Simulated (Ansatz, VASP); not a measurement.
# Al35PtN36 (Pt_Al) in two plane-wave programs

Wanted: the spread between two codes on one cell, functional and k mesh. The cell is taken from a series of runs on this material, whose earlier steps may have relaxed, scaled, displaced or heated it; both programs get it as it stands.

Method: plane waves, with VASP 6.6.1 beside it; single point at r2SCAN, in Ansatz 0.2.0.

### 1. The structure

The cell holds 72 atoms: 35 Al, 36 N and 1 Pt. Its edges and angles: a = 9.320 Å, b = 9.320 Å, c = 9.956 Å, α = 90.0°, β = 90.0°, γ = 120.0°. It derives from AlN (AlN (P6_3mc)). Nearest the centre at fractional (0.444, 0.556, 0.500): Pt72 at 0.14 Å, N52 at 2.05 Å, N55 at 2.16 Å, N40 at 2.18 Å, N56 at 2.20 Å, Al29 at 3.08 Å, Al22 at 3.08 Å, Al14 at 3.09 Å. The cell carries charge −1.

Coordinates:

```xyz
72
Lattice="9.3196 0.0000 0.0000 -4.6598 8.0710 0.0000 0.0000 0.0000 9.9565" Properties=species:S:1:pos:R:3 pbc="T T T"
Al    1.5482    0.8891    2.4812
Al   -0.0083    1.7630    4.9823
Al    1.5505    0.8900    7.4580
Al   -0.0076    1.7768    9.9454
Al   -0.0214    3.5619    2.4585
Al   -1.5706    4.4640    4.9700
Al   -0.0139    3.5678    7.4784
Al   -1.5677    4.4781    9.9488
Al   -1.5528    6.2691    2.4804
Al   -3.1021    7.1622    4.9646
Al   -1.5502    6.2666    7.4524
Al   -3.1080    7.1666    9.9482
Al    4.6474    0.8937    2.4981
Al    3.0815    1.8014    4.9744
Al    4.6558    0.8951    7.4523
Al    3.1030    1.7816    9.9499
Al    3.1005    3.5821    2.4582
Al    3.1100    3.5752    7.4827
Al    1.5431    4.4812    9.9153
Al    1.5570    6.3011    2.4498
Al   -0.0025    7.1927    4.9699
Al    1.5548    6.2816    7.4754
Al   -0.0101    7.1775    9.9462
Al    7.7683    0.8882    2.5026
Al    6.2082    1.7890    4.9563
Al    7.7573    0.8934    7.4575
Al    6.2075    1.7888    9.9556
Al    6.2032    3.5874    2.4990
Al    4.6311    4.4876    4.9734
Al    6.2048    3.5793    7.4519
Al    4.6612    4.4802    9.9500
Al    4.6567    6.2737    2.4800
Al    3.1231    7.1879    4.9819
Al    4.6561    6.2695    7.4571
Al    3.1105    7.1771    9.9426
N     1.5453    0.8781    4.3786
N     0.0020    1.7635    1.8656
N     1.5484    0.8865    9.3509
N    -0.0032    1.7761    6.8829
N    -0.2245    3.4136    4.2918
N    -1.5706    4.4837    1.8755
N    -0.0303    3.5689    9.3830
N    -1.5587    4.4715    6.8736
N    -1.5540    6.2701    4.3780
N    -3.1037    7.1643    1.8863
N    -1.5602    6.2727    9.3483
N    -3.1038    7.1634    6.8650
N     4.6296    0.9115    4.3877
N     3.0994    1.7763    1.8754
N     4.6546    0.8975    9.3499
N     3.1024    1.7870    6.8756
N     3.2234    3.5074    4.3074
N     1.5416    4.4838    1.8733
N     3.1165    3.5730    9.3852
N     1.5498    4.4722    7.1294
N     1.5817    6.5717    4.2793
N    -0.0177    7.1785    1.8722
N     1.5465    6.2997    9.3815
N     0.0003    7.1722    6.8735
N     7.7654    0.8929    4.3884
N     6.2104    1.7871    1.8987
N     7.7530    0.8967    9.3503
N     6.2095    1.7872    6.8635
N     6.1815    3.5950    4.3885
N     4.6643    4.4861    1.8760
N     6.2033    3.5793    9.3503
N     4.6546    4.4768    6.8752
N     4.6637    6.2808    4.3772
N     3.1283    7.1771    1.8625
N     4.6592    6.2737    9.3500
N     3.1118    7.1731    6.8828
Pt    1.4422    4.5710    4.9657
```

### 2. Ansatz: single point, r2SCAN

Ansatz runs on its PAW soft_1 files.

With cell and atoms fixed, the geometry can't cause a difference; cores, projectors, grids and the points listed under the comparison can.

The input, input.yaml:

```yaml
crystal:
  checkpoint: "../qm1_M2.relax.run"
  host: checkpoint
total_charge: -1
basis:
  ecutwfc: 500
  xc_grid: 2
hamiltonian:
  xc: r2scan
  pseudopotentials: { kind: paw, azcp: { folder: soft_1 } }
kpoints:
  mp_grid: { grid: [2, 2, 2], shift: [0.5, 0.5, 0.5] }
magnetization:
  spin_polarized: true
  initial_magnetization: 2
  spin_locking: { lock_magnetization: hard }
scf:
  occupations: { method: fermi_dirac, width: 0.01 }
  max_iter: 100
output:
  forces: true
  eigenvalues: true
  charged_corrections:
    epsilon: [4.49, 4.49, 4.72]
    static_epsilon: [8.15, 8.15, 9.65]
    defect_position: [0.444444, 0.555556, 0.499602]
  eigenstates: { localisation: true }
  populations: true
  efg: {}
checkpoint:
  read: "../qm1_M2.relax.run"
  write: "../qm1_M2.point.run"
  compress: false
  write_wavefunctions: false
  write_every: 100000
```

Command:

```sh
> ansatz run input.yaml --threads 4 --pin off --max-ram 7536MiB --backend cpu --events-out ev --progress --plain --runs-dir out
```

Numbers of over 12 decimals in the logs are rounded to 6 here.

The log of the run:

```text
Warning: This run holds its total moment fixed (magnetization.spin_locking.lock_magnetization: hard) and mixes its density by anderson or broyden (scf.mixing.algorithm, typed or taken by auto). Slabs with a fixed moment have converged under broyden above another state at the same moment, at the default mixing steps and at smaller ones, and under scf.lower_state_search: standard, light or off a state that such a mixer [...]
crystal.checkpoint: the structure is that of <dir>, a `relax` run, at its step 8: its result, under r2scan at a charge of -1 e; 72 atoms read, 0 with a starting moment; crystal.structure_sha256 for this input is
Pt: output.efg is read without spin–orbit coupling, which moves field gradients at and beside such atoms by some per cent and up to a factor of two; PAW files take it under magnetization.noncollinear and magnetization.spin_orbit
Engine: ansatz 0.2.0, aarch64-unknown-linux-gnu
Pseudopotentials: kind: paw
Pseudopotential: Al, paw, valence charge 3, recommended cutoff 500 eV (meta_gga), soft_1/Al.paw.azcp
Pseudopotential: N, paw, valence charge 5, recommended cutoff 500 eV (meta_gga), soft_1/N.paw.azcp
Pseudopotential: Pt, paw, valence charge 18, recommended cutoff 500 eV (meta_gga), soft_1/Pt.paw.azcp
Functional definition: r2SCAN
  parameter k0 = 0.174
  parameter k1 = 0.065
  parameter a1 = 4.9479
  exchange = r2scan_x(k0 = k0, k1 = k1, a1 = a1)
  correlation = r2scan_c
Crystal: 72 atoms, lattice volume = 748.907 Å³
Basis set: ecut = 500 eV, 18913 PW (Γ), exchange–correlation on 144×144×150 points (8 copies of the dense FFT grid, shifted against one another)
Bands: 225, of which v1, the nominal top of the filled ones, is band 152 counted from 1 (151 counted from 0)
Symmetry: 1 space group operations
Space group: P1 (ITA 1), of the structure as read, at distance tolerance 9.1e-5 Å
Magnetic group: BNS 1.1 (UNI 1), of the structure as read, at distance tolerance 9.1e-5 Å
k-points: 4 of 8 (time reversal used)
Non-local potential: Al, projectors of the file, l = 0: 2, l = 1: 2, l = 2: 1
Non-local potential: N, projectors of the file, l = 0: 2, l = 1: 2, l = 2: 1
Non-local potential: Pt, projectors of the file, l = 0: 3, l = 1: 2, l = 2: 2, l = 3: 1
PAW form: soft (Blöchl's): semilocal exchange-correlation on the pseudo side does not see the compensation charge
PAW frozen core: Al, regenerated for the run's functional (the file was generated under x = pbe(κ = 0.804, μ = 0.219515), c = pbe(β = 0.066725))
PAW frozen core: N, regenerated for the run's functional (the file was generated under x = pbe(κ = 0.804, μ = 0.219515), c = pbe(β = 0.066725))
PAW frozen core: Pt, regenerated for the run's functional (the file was generated under x = pbe(κ = 0.804, μ = 0.219515), c = pbe(β = 0.066725))
PAW one-centre angular grid: Al, 302 points (default); XC on 160 Gauss nodes
PAW one-centre angular grid: N, 302 points (default); XC on 160 Gauss nodes
PAW one-centre angular grid: Pt, 590 points (default); XC on 160 Gauss nodes
Initial density: read from a saved state, or passed on in memory by an earlier SCF of this step, an earlier step, the calling program or the single point that the run made first
Stability of the state it starts from, as read at its close in the collinear treatment: not read, because the mixer in use, unlike msr1, does not test its closes by its own steps (another_mixer); its run was given moments
Starting moments: Σ|m| = 2 μB on 72 of 72 sites; this step starts from the density that it was given
Initial wavefunctions: pseudopotential atomic-orbital guess — the wavefunctions supplied were not used: k-point sampling differs
Functional: x = r2scan, c = r2scan; τ floored in thin density (d = 2e-4 eV/Å³)
iter 1 solved again at ethr=4.66e-6 eV; its pass at ethr=3.10e-3 eV (dr2=1.42e-2 eV) is discarded
SCF iter   1: F=—  HF=-45405.986446 eV  |F-HF|=—  |Δ(HF+E_count)|=         —  Δρ=8.27e-4 (↑7.96e-4 ↓8.27e-4)  dr2=1.24e-2  dr2_τ=2.55e-4  dr2_m=8.38e-5  M=2.000 μB ∫|m|=2.140 μB  β_m=1.20  ethr=4.66e-6  ⟨swp⟩=9.8  Hψ=12893  notcnv=0
preconditioner: auto → Resta (q_TF=auto, 2.348 Å⁻¹)  ε∞=3.8  [insulator: Δε(μ)=0.438 eV  Ē_g=14.012 eV  σ=0.010 eV  W_gap=1.00  n_scr=162 (ndim 8)  ℏωp=23.3 eV  f_vac=0.000  D(μ)=0.00/eV (n_scr^D=0)  ε∞_Penn≈3.8]
spin=Collinear: Resta preconditioning applied to the charge; magnetization (m = ρ↑ − ρ↓) channel mixes plain (no charge-response kernel on spin).
[...]
k-point 1 ↑: bands = [... 148 lower, 7.7447, 7.7713, 8.6315, 8.8788, 8.9881, 12.9893, 13.1785, 13.2396, ... 69 higher]
  k-point 2 ↑: bands = [... 148 lower, 7.6682, 7.8017, 8.6059, 8.8743, 9.2843, 12.5447, 13.0410, 13.2766, ... 69 higher]
  k-point 3 ↓: bands = [... 148 lower, 7.9747, 8.0124, 9.5184, 9.9587, 10.1562, 12.6783, 13.1185, 13.3609, ... 69 higher]
--- Löwdin populations: 72 sites ---
  site symbol       q [e]    m [muB]
     0     Al      1.8705     0.0002
     1     Al      1.8933    -0.0041
     2      N      6.0779    -0.0004
     3      N      6.0788     0.0030
     4     Al      1.8712     0.0002
     5     Al      1.8717     0.0002
     6      N      6.0756     0.0006
     7      N      6.0762    -0.0013
     8     Al      1.8918     0.0027
     9     Al      1.9057     0.0148
    10      N      6.0541     0.1369
    11      N      6.0768     0.0039
    12     Al      1.8855    -0.0001
    13     Al      1.8730     0.0003
    14      N      6.0796     0.0094
    15      N      6.0739     0.0043
    16     Al      1.8728     0.0008
    17     Al      1.8744     0.0005
    18      N      6.0728     0.0129
    19      N      6.0747     0.0012
    20     Al      1.8720     0.0004
    21     Al      1.8720     0.0000
    22      N      6.0747     0.0011
    23      N      6.0736    -0.0000
[...]
64     Al      1.8706     0.0002
    65     Al      1.8986    -0.0027
    66      N      6.0777     0.0004
    67      N      6.0790     0.0030
    68     Al      1.8715     0.0002
    69     Al      1.8720     0.0002
    70      N      6.0757     0.0006
    71      N      6.0759    -0.0008
  spilling = 0.008481 (of n_electrons = 304.000000)
```

### 3. VASP: single point, r2SCAN

The same cell, functional, mesh and smearing now go to VASP, with its own data sets.

Lines of VASP's logs that name or quote its potential files are left out, and so is its time.

The input, INCAR:

```
SYSTEM = Al35PtN36
PREC = Accurate
ENCUT = 580
EDIFF = 1E-06
NELM = 200
ISMEAR = -1
SIGMA = 0.01
LREAL = Auto
ALGO = Normal
METAGGA = R2SCAN
LASPH = .TRUE.
NELECT = 296
NBANDS = 200
ISPIN = 2
MAGMOM = 0 0 0 0 0 0 0 0 0 0 0 0 -0 0 0 0 0 0 0 0 0 -0 0 0 -0 -0 0 -0 0 0 0 0 0 0 0 -0 0 0 -0 0.09 0 0.01 0 0.01 0 0 -0 0.01 0 0 -0 0.17 0.03 0.01 0.14 0.07 0 0.01 0 -0 -0 0 -0 0.01 0 0 -0 0 0 0 -0 0.77
LMAXMIX = 4
LORBIT = 11
LWAVE = .FALSE.
LCHARG = .FALSE.
ISIF = 2
ISYM = 0
NUPDOWN = 2
GGA_COMPAT = .FALSE.
LMIXTAU = .TRUE.
KPAR = 4
```

The input, POSCAR:

```
Al35PtN36
1.0
    9.3195655359      0.0000000860      0.0000000000
   -4.6597828424      8.0709804634      0.0000000000
    0.0000000000      0.0000000000      9.9564777190
Al N Pt
35 36 1
Direct
    0.2211977378      0.1101546639      0.2492006983
    0.1083313407      0.2184390789      0.5004053462
    0.2215009075      0.1102712948      0.7490565218
    0.1092536971      0.2201453421      0.9988839848
    0.2183690791      0.4413238553      0.2469219657
    0.1080159693      0.5530867535      0.4991764523
    0.2195420541      0.4420576462      0.7511095391
    0.1091977258      0.5548340421      0.9992280303
    0.2217587403      0.7767436874      0.2491258777
    0.1108446350      0.8874064885      0.4986350018
    0.2218767930      0.7764377665      0.7484974648
    0.1104770227      0.8879446674      0.9991651014
    0.5540319285      0.1107268657      0.2509042756
    0.4422509334      0.2231949718      0.4996170181
    0.5550232006      0.1109029481      0.7484882854
    0.4433257862      0.2207428710      0.9993439566
    0.5546026126      0.4438241463      0.2468895438
    0.5551903873      0.4429675354      0.7515406098
    0.4431916213      0.5552199954      0.9958647221
    0.5574234990      0.7807051218      0.2460554793
    0.4453202552      0.8911864991      0.4991658043
    0.5559836730      0.7782972156      0.7508075249
    0.4435598106      0.8892970805      0.9989710701
    0.8885671936      0.1100432601      0.2513551029
    0.7769717482      0.2216544308      0.4977927684
    0.8877163683      0.1106947995      0.7490136147
    0.7768883943      0.2216321867      0.9999079006
    0.8878530884      0.4444805057      0.2509877628
    0.7749280775      0.5560140266      0.4995151636
    0.8875237547      0.4434782002      0.7484489893
    0.7777013472      0.5550993056      0.9993448135
    0.8883288404      0.7773099672      0.2490884048
    0.7804047799      0.8905916633      0.5003677161
    0.8880045075      0.7767932646      0.7489722655
    0.7783800658      0.8892497566      0.9986048448
    0.2202149509      0.1088018440      0.4397724749
    0.1094644601      0.2184972389      0.1873740523
    0.2210607352      0.1098368502      0.9391817667
    0.1096809233      0.2200552339      0.6912941199
    0.1873784629      0.4229444657      0.4310518944
    0.1092360559      0.5555305516      0.1883710011
    0.2178445171      0.4421861859      0.9424023369
    0.1097574015      0.5540256312      0.6903640174
    0.2216818573      0.7768656165      0.4397124871
    0.1108016921      0.8876661198      0.1894590451
    0.2211797325      0.7771907897      0.9389155230
    0.1107338006      0.8875550695      0.6895045430
    0.5532244096      0.1129325184      0.4406867863
    0.4426128805      0.2200867551      0.1883602846
    0.5550420349      0.1111951044      0.9390814859
    0.4435949041      0.2214105418      0.6905617544
    0.5631509938      0.4345631974      0.4326241093
    0.4431866991      0.5555398814      0.1881525726
    0.5557528051      0.4426979498      0.9426241345
    0.4433489920      0.5541112893      0.7160545826
    0.5768341802      0.8142414122      0.4297962464
    0.4428120052      0.8894244631      0.1880350634
    0.5562050415      0.7805328799      0.9422516204
    0.4443606049      0.8886461551      0.6903549972
    0.8885498356      0.1106295507      0.4407590103
    0.7770909077      0.2214214554      0.1907016969
    0.8874608682      0.1111042267      0.9391172941
    0.7770043037      0.2214408710      0.6893541975
    0.8859957089      0.4454290384      0.4407671151
    0.7784031393      0.5558368528      0.1884231778
    0.8873570476      0.4434822227      0.9391207230
    0.7767803620      0.5546814032      0.6905238430
    0.8895172330      0.7782004811      0.4396299916
    0.7802924953      0.8892487938      0.1870608732
    0.8885912398      0.7773123891      0.9390917473
    0.7782761444      0.8887534589      0.6912863124
    0.4379276330      0.5663519814      0.4987365959
```

The input, KPOINTS:

```
Points of the shifted mesh
8
Reciprocal
 0.2500000000  0.2500000000  0.2500000000 1
 0.2500000000  0.2500000000  0.7500000000 1
 0.2500000000  0.7500000000  0.2500000000 1
 0.2500000000  0.7500000000  0.7500000000 1
 0.7500000000  0.2500000000  0.2500000000 1
 0.7500000000  0.2500000000  0.7500000000 1
 0.7500000000  0.7500000000  0.2500000000 1
 0.7500000000  0.7500000000  0.7500000000 1
```

Potentials, in the order of the species: Al, N and Pt (PBE family, release 64).

Command:

```sh
> mpirun -np 8 vasp_std
```

The log of the run:

```text
[banner, memory and clock lines left out]
running    8 mpi-ranks, on    1 nodes
[...]
|                                                                             |
|           W    W    AA    RRRRR   N    N  II  N    N   GGGG   !!!           |
|           W    W   A  A   R    R  NN   N  II  NN   N  G    G  !!!           |
|           W    W  A    A  R    R  N N  N  II  N N  N  G       !!!           |
|           W WW W  AAAAAA  RRRRR   N  N N  II  N  N N  G  GGG   !            |
|           WW  WW  A    A  R   R   N   NN  II  N   NN  G    G                |
|           W    W  A    A  R    R  N    N  II  N    N   GGGG   !!!           |
|                                                                             |
|     For optimal performance we recommend to set                             |
|       NCORE = 2 up to number-of-cores-per-socket                            |
|     NCORE specifies how many cores store one orbital (NPAR=cpu/NCORE).      |
|     This setting can greatly improve the performance of VASP for DFT.       |
[...]
DAV:   5    -0.883186546114E+03   -0.48024E-01   -0.47969E-01  7832   0.161E+00BRMIX: very serious problems
 the old and the new charge density differ
 old charge density:   295.00000 new  296.00000
BRMIX: very serious problems
 the old and the new charge density differ
 old charge density:   295.00000 new  296.00000
BRMIX: very serious problems
 the old and the new charge density differ
 old charge density:   295.00000 new  296.00000
BRMIX: very serious problems
 the old and the new charge density differ
 old charge density:   295.00000 new  296.00000
    0.567E+01
DAV:   6    -0.749273879050E+03    0.13391E+03   -0.33134E+02  7384   0.365E+01    0.326E+01
DAV:   7    -0.721828627291E+03    0.27445E+02   -0.25436E+01  7168   0.160E+01    0.173E+01
DAV:   8    -0.721999895276E+03   -0.17127E+00   -0.28618E+00  6952   0.563E+00    0.112E+01
DAV:   9    -0.715916729617E+03    0.60832E+01   -0.19749E+00  6832   0.412E+00    0.402E+00
[...]
DAV:  21    -0.720833945524E+03    0.14064E-05   -0.27590E-06  4248   0.274E-03    0.292E-03
DAV:  22    -0.720833944043E+03    0.14812E-05   -0.13935E-06  4096   0.236E-03    0.174E-03
DAV:  23    -0.720833944292E+03   -0.24872E-06   -0.30806E-07  3776   0.126E-03
   1 F= -.72083394E+03 E0= -.72083394E+03  d E =-.156331E-09  mag=     2.0000
```

OUTCAR, selected parts (step 3):

```text
  FREE ENERGIE OF THE ION-ELECTRON SYSTEM (eV)
  ---------------------------------------------------
  free  energy   TOTEN  =      -720.8339442919 eV

  energy  without entropy=     -720.8339442918  energy(sigma->0) =     -720.83394429

 magnetization (x)
# of ion       s       p       d       tot
------------------------------------------
    1        0.000   0.000   0.000   0.000
    2        0.001   0.000   0.000   0.001
    3        0.000   0.000   0.000   0.000
    4        0.000   0.000   0.000   0.000
    5        0.000  -0.000   0.000  -0.000
    6       -0.000   0.000   0.000   0.000
    7       -0.000  -0.001   0.000  -0.001
    8        0.000   0.000   0.000   0.000
    9       -0.000   0.000   0.000   0.000
   10        0.000   0.000   0.000   0.000
   11        0.000   0.000   0.000   0.000
   12        0.000   0.000   0.000   0.000
   13       -0.000  -0.000   0.000  -0.000
[...]
--------------------------------------------------
tot          0.063   0.638   0.915   1.616
```

The run ends at a pressure of 4.43 GPa, with forces up to 0.16 eV/Å.

### 4. Differences

Known differences besides the potentials themselves: VASP starts from the moments at which Ansatz ended; VASP keeps PBE cores, Ansatz makes them for the functional; the cutoff is 500 eV in Ansatz and 580 eV in VASP (PREC = Accurate, projectors in real space); site moments are counted in spheres of each program's own size. Total energies have different zeros and are not compared.

Compared:

| quantity | Ansatz | VASP | difference |
| --- | --- | --- | --- |
| total moment, fixed by the input (μB) | 2.00 | 2.00 | 0.00 |
| moment on Pt72 (μB) | 0.78 | 1.04 | -0.26 |
| moment on N52 (μB) | 0.17 | 0.17 | 0.00 |
| moment on N55 (μB) | 0.14 | 0.14 | 0.00 |
| moment on N40 (μB) | 0.09 | 0.09 | 0.00 |
| moment on N56 (μB) | 0.07 | 0.07 | 0.00 |

Forces on 7 of the 72 atoms, those with the largest forces and the largest differences (eV/Å; atoms numbered as in POSCAR):

| atom | Ansatz x, y, z | VASP x, y, z |
| --- | --- | --- |
| N40 | 0.007, 0.061, -0.034 | -0.010, 0.055, -0.043 |
| N44 | 0.054, -0.036, 0.019 | 0.053, -0.035, 0.019 |
| N52 | 0.036, -0.066, 0.019 | 0.065, -0.085, 0.012 |
| N55 | -0.054, 0.011, 0.050 | -0.052, 0.010, 0.080 |
| N56 | -0.120, 0.012, -0.074 | -0.125, 0.028, -0.081 |
| N60 | 0.115, -0.054, 0.088 | 0.117, -0.055, 0.091 |
| Pt72 | 0.065, -0.002, 0.014 | 0.062, 0.002, 0.017 |

The forces differ by 4.4 meV/Å r.m.s., which is 13.7 % of the r.m.s. force of 0.032 eV/Å (both taken over all components). The cell carries a charge of -1 e against a uniform background, so its pressure also hangs on how the neutralising background is counted, and in a defect's cell a gap may be the spacing between its levels.

### 5. What came out

| Property | Result |
| --- | --- |
| r.m.s. force difference (single point, r2SCAN) | 4.4 meV/Å |

In words: The r.m.s. force difference is 4.4 meV/Å (single point, r2SCAN), within the 12 meV/Å picked in this series as the mark of a large difference. The data sets hold unlike numbers of valence electrons (304 in Ansatz and 296 in VASP), so part of the differences comes from the potentials. Such differences can come from data sets, numerical settings and the points named under the comparisons, not from the functional's error against experiment.

[Lines on the potential files, build, host, timing and source positions are cut from VASP's logs without a mark.]

[Logs are printed without paths, hosts, clocks, repeated set-up lines and the standing remarks that a program may print on its own settings, such as how far it seeks lower states.]

[Hosts, paths, dates, database ids (printed as entryN), source tags and the programs' standing remarks are cut or masked in the printed files.]
